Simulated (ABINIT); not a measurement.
An input for ABINIT 10.8.3 (BeTe (F-43m)):

```
acell 3*1.0 Angstrom
rprim 
  -0.000000000000 2.831458787600 2.831458787600
  2.831458787600 0.000000000000 2.831458787600
  2.831458787600 2.831458787600 0.000000000000
ntypat 2
znucl 4 52
natom 2
typat 1 2
xred 
  0.000000000000 0.000000000000 0.000000000000
  0.750000000000 0.750000000000 0.750000000000
pp_dirpath "pseudos"
pseudos "Be.upf, Te.upf"
ecut 38
ngkpt 4 4 4
nshiftk 1
shiftk 0 0 0
kptopt 1
chksymbreak 0
istwfk *1
occopt 1
irdwfk 1
optdriver 4
nband 128
gwcalctyp 10
ecutsigx 38
symsigma 1
nkptgw 8
kptgw 
  0.0000000000 0.0000000000 0.0000000000
  0.2500000000 0.0000000000 0.0000000000
  0.5000000000 0.0000000000 0.0000000000
  0.2500000000 0.2500000000 0.0000000000
  0.5000000000 0.2500000000 0.0000000000
  -0.2500000000 0.2500000000 0.0000000000
  0.5000000000 0.5000000000 0.0000000000
  -0.2500000000 0.5000000000 0.2500000000
bdgw 
  1 14
  1 14
  1 14
  1 14
  1 14
  1 14
  1 14
  1 14
ecuteps 6
irdscr 1
ppmodel 1
irdqps 1
indata_prefix "in"
outdata_prefix "out"
tmpdata_prefix "tmp"
```

```sh
OMP_NUM_THREADS=1 mpirun -n 8 abinit run.abi > log
```

Q: How long will it take on 8 MPI ranks of Arm Neoverse V2, shared host, and how much memory?

It took 57 s; on shared hardware allow 29 s to 1.9 min. Peak host memory was 2.5 GiB.

[Paths, hosts, dates, memory and timing lines, banners, echoed tables and standing remarks are left out of the program output.]

[Logs are printed without paths, hosts, clocks, repeated set-up lines and the standing remarks that a program may print on its own settings, such as how far it seeks lower states.]

[Runs of the session that timed out or met a known fault of the program may be left out.]

[Hosts, paths, dates, database ids (printed as entryN), source tags and the programs' standing remarks are cut or masked in the printed files.]

[G0W0 gaps are taken among the corrected bands and points alone; a level outside them can change the order at an edge.]

[Where Ansatz stands beside ABINIT at settings called matched, ABINIT's density can come from a denser mesh and the files from another edition; pairs whose starting gaps differed by over 0.03 eV were left out, so agreement reads better than it is.]
